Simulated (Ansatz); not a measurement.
Ansatz input file:

```yaml
crystal:
  lattice:
    - [0.0, 2.2376006039, 2.2376006039]
    - [2.2376006039, 0.0, 2.2376006039]
    - [2.2376006039, 2.2376006039, 0.0]
  atoms:
    - { symbol: Ta, position: [0.0, 0.0, 0.0] }
    - { symbol: C, position: [0.5, 0.5, 0.5] }
basis:
  ecutwfc: 500
kpoints:
  mp_grid: { grid: [16, 16, 16] }
  band_path:
    path:
      - [[0.0, 0.0, 0.0], [0.5, 0.0, 0.5], [0.625, 0.25, 0.625]]
      - [[0.375, 0.375, 0.75], [0.0, 0.0, 0.0], [0.5, 0.5, 0.5], [0.5, 0.25, 0.75], [0.5, 0.0, 0.5]]
    npoints: 14
hamiltonian:
  xc: r2scan
scf:
  occupations: { method: gaussian, width: 0.1 }
  n_extra_bands: 6
output:
  forces: true
  stress: true
  eigenvalues: true
  populations: true
  dos: { projected: true, de: 0.02, nscf_kmesh: { grid: [24, 24, 24] } }
  bader: true
  write_density: true
  write_potential: true
  elf: true
  volumetric_format: npy
```

Command:
```bash
ansatz run input.yaml --threads 1 --pin off --max-ram 2560MiB --backend cpu --events-out ev --progress --plain --runs-dir out
```

Method: Ansatz 0.2.0, DFT r2SCAN, scalar-relativistic, plane waves, PAW.

Abridged output (final results; tables in files aren't shown):

```
SCF 1 converged in 8 iterations: F = -10197.367799 eV  dr2 = 2.05e-8
SCF converged after 8 iterations
Free energy (F): -10197.367799 eV
Harris-Foulkes:  -10197.367799 eV  (|F-HF|=6.55e-9)
Internal energy: -10197.366002 eV  (E = F + TS)
E sigma→0 (E₀):  -10197.366900 eV
Entropy (-TS):   -0.001797 eV (-0.898 meV/atom)
Fermi energy:    19.775701 eV
--- Per-component energies (eV) ---
  E_band       = -83.755756
  E_kinetic    = 457.264349
  E_local      = -561.168111  (includes V_loc(G=0)·N_el)
  E_nonlocal   = 40.546682
  E_hartree    = 190.615329
  E_xc         = -253.190451
  E_vxc        = -288.845582  (∫ρ·V_xc dr)
  E_paw        = -8523.715054  (= ΣΔE_a)
  E_vpaw       = -127.169907  (= ΣTr[D̂ρ^β])
  E_aug_tail   = 0.000089  (compensation charges beyond the density's cutoff)
  E_vtau       = 14.385708  (kinetic-family band-sum trace: ∫τ·v_τ [+ j·A + Jᵃ·Aᵃ] dr)
  E_ewald      = -1546.937781
  E_core_change = -0.781054  (= ΣΔE_core)
  E_smearing   = -0.001797  (= −TS)
--- Forces (eV/Å), atoms counted from 1 ---
  atom   1  Ta     0.00000000     0.00000000     0.00000000
  atom   2  C      0.00000000     0.00000000     0.00000000
--- Stress (GPa, compression-positive) ---
       -2.979558       0.000000       0.000000
        0.000000      -2.979558       0.000000
        0.000000       0.000000      -2.979558
  P = ⅓ Tr σ = -2.9796 GPa (-29.796 kbar)
--- Band table (eV; the first three rows and the last of 145) ---
  k-point 0: bands = ["-51.0174", "-16.6176", "-16.6176", "-16.6176", "4.1786", "18.4668", "18.4668", "18.4668", "19.1754", "19.1754", "19.1754", "20.4153", "20.4153", "26.6437", "30.2786"]
  k-point 1: bands = ["-51.0156", "-16.6462", "-16.6204", "-16.6204", "4.2890", "17.7849", "18.1209", "18.1209", "18.9004", "18.9004", "19.6136", "21.2600", "21.2600", "26.8762", "30.5549"]
  k-point 2: bands = ["-51.0105", "-16.7267", "-16.6283", "-16.6283", "4.6120", "16.6865", "17.1774", "17.1774", "19.1236", "19.1236", "20.0775", "22.6406", "22.6406", "27.4820", "31.3164"]
  k-point 144: bands = ["-50.9546", "-17.0537", "-17.0537", "-16.8743", "7.1371", "14.2400", "14.5382", "14.5382", "21.4476", "21.4476", "23.9487", "24.9106", "26.1445", "32.9319", "33.6779"]
--- Löwdin populations: 2 sites ---
  site symbol q [e]
     0     Ta     12.0946
     1      C      4.8467
  spilling = 0.003450 (of n_electrons = 17.000000)
--- Bader charges: 2 sites ---
  site symbol charge [e]  shift [e]
     0     Ta      2.0059     0.0036
     1      C     -2.0059     0.0036
  estimated error of the sums over rays = 7.5e-4 e
```

Self-consistency was reached.

Time: 49 s on 1 thread of Arm Neoverse N1, on a shared host, peak memory 0.4 GiB.

Spin–orbit coupling is left out, which can shift energies with elements as heavy as these.